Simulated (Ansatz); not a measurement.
SiC (F-43m) from a database structure (r2SCAN geometry), in Ansatz:

```yaml
crystal:
  lattice:
    - [0.00000, 2.17805, 2.17805]
    - [2.17805, 0.00000, 2.17805]
    - [2.17805, 2.17805, 0.00000]
  atoms:
    - { symbol: Si, position: [0.25000, 0.25000, 0.25000] }
    - { symbol: C, position: [0.00000, 0.00000, 0.00000] }
```

G0W0@PBE with 153 empty bands, a screening cutoff of 220 eV and an 8×8×8 mesh (PAW, contour deformation) gives 2.272 eV over the mesh points, from a PBE gap of 1.358 eV; it sums over 157 bands with 169 plane waves in the screening and a wave cutoff of 420 eV. G0W0 here is at a finite number of bands, screening cutoff and k mesh, not at the basis limit. (Simulation; spin polarisation is off.)

Problem. Estimate the gap with potentials of the kind norm-conserving.

Solution. 2.278 eV (+0.006 eV), from a Kohn-Sham gap of 1.347 eV.

Problem. Estimate the gap with starting point PBE0.

Solution. 2.819 eV (+0.547 eV), from a Kohn-Sham gap of 2.946 eV.

Problem. Estimate the gap with starting point r2SCAN.

Solution. 2.439 eV (+0.167 eV), from a Kohn-Sham gap of 1.713 eV.
